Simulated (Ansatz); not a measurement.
# AlN: a single-point run

Wanted: a converged single-point run for AlN, and a check of what comes out. The structure is shown as the input types it. The cell is built on a prototype (CsCl type) and needn't be the phase found in nature.

Method: density functional or hybrid calculation with the settings of its input, plane waves (as first typed), in Ansatz 0.2.0.

3 further runs of the same task are left out: 3 that didn't finish.

## Step 1: The starting structure

It takes space group Pm-3m (No. 221, cubic). Conventional cell: a = 2.585 Å, b = 2.585 Å, c = 2.585 Å, α = 90.00°, β = 90.00°, γ = 90.00°. Al (site symmetry m-3m) has 8 N at 2.24 Å as nearest neighbours. Around N (site symmetry m-3m) lie 8 Al at 2.24 Å.

The input asks for a charge of -0.05 e on the cell.

Coordinates:

```cif
data_structure
_symmetry_space_group_name_H-M 'Pm-3m'
_symmetry_Int_Tables_number 221
_cell_length_a 2.5855
_cell_length_b 2.5855
_cell_length_c 2.5855
_cell_angle_alpha 90.000
_cell_angle_beta 90.000
_cell_angle_gamma 90.000
_cell_volume 17.28
loop_
_atom_site_label
_atom_site_type_symbol
_atom_site_symmetry_multiplicity
_atom_site_Wyckoff_symbol
_atom_site_fract_x
_atom_site_fract_y
_atom_site_fract_z
_atom_site_occupancy
Al1 Al 1 a 0.00000 0.00000 0.00000 1
N1 N 1 b 0.50000 0.50000 0.50000 1
```

## Step 2: The run

File input.yaml:

```yaml
crystal:
  lattice:
    - [2.5854596286, 0.0, 0.0]
    - [0.0, 2.5854596286, 0.0]
    - [0.0, 0.0, 2.5854596286]
  atoms:
    - { symbol: Al, position: [0.0, 0.0, 0.0] }
    - { symbol: "N", position: [0.5, 0.5, 0.5] }
kpoints:
  mp_grid: { grid: [6, 6, 6] }
hamiltonian:
  xc: pbesol
scf:
  occupations: { method: fermi_dirac, width: 0.02 }
  n_extra_bands: 4
  max_iter: 90
output:
  forces: true
  stress: true
  eigenvalues: true
total_charge: -0.05
```

Launch:

```sh
> ansatz run input.yaml --threads 4 --pin off --max-ram 3686MiB --backend cpu --events-out ev --progress --plain --runs-dir out
```

Q: Will this input give a usable result? If not, why, and what should change?

The program finished normally. Convergence says nothing about whether the input makes sense.

The suspect setting: total_charge is -0.05. The net charge is not the one intended, so the run treats another number of electrons.

The test: delete total_charge (the default then holds).
